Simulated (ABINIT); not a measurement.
ZrS2:

```
Zr S
1.0
     3.69138    0.00000    0.00000
    -1.84569    3.19683    0.00000
     0.00000    0.00000    6.04108
Zr S
1 2
Direct
  0.00000 0.00000 0.00000
  0.33333 0.66667 0.23791
  0.66667 0.33333 0.76209
```

The cell is a database's computed one.

Program: ABINIT 10.8.3 (patched build). Alike in all runs: potentials or basis JTH PAW PBE v2.0; no spin polarisation; cell as given; smearing fermi-dirac 0.05 eV.

Question: Order these runs on this cell by their band gap on the k mesh, lowest first.
A. level r2SCAN; k mesh 6 × 6 × 4; cutoff (eV) 653; fine-grid cutoff 1251.72 eV
B. level PW91; k mesh 8 × 8 × 5; cutoff (eV) 544; fine-grid cutoff 1088.46 eV
C. level HCTH407; k mesh 8 × 8 × 5; cutoff (eV) 544; fine-grid cutoff 1088.46 eV

Answer: B (1.05 eV), C (1.20 eV), A (1.38 eV).

A k mesh can miss the band edges.

Runs at the PBE level aren't shown here.
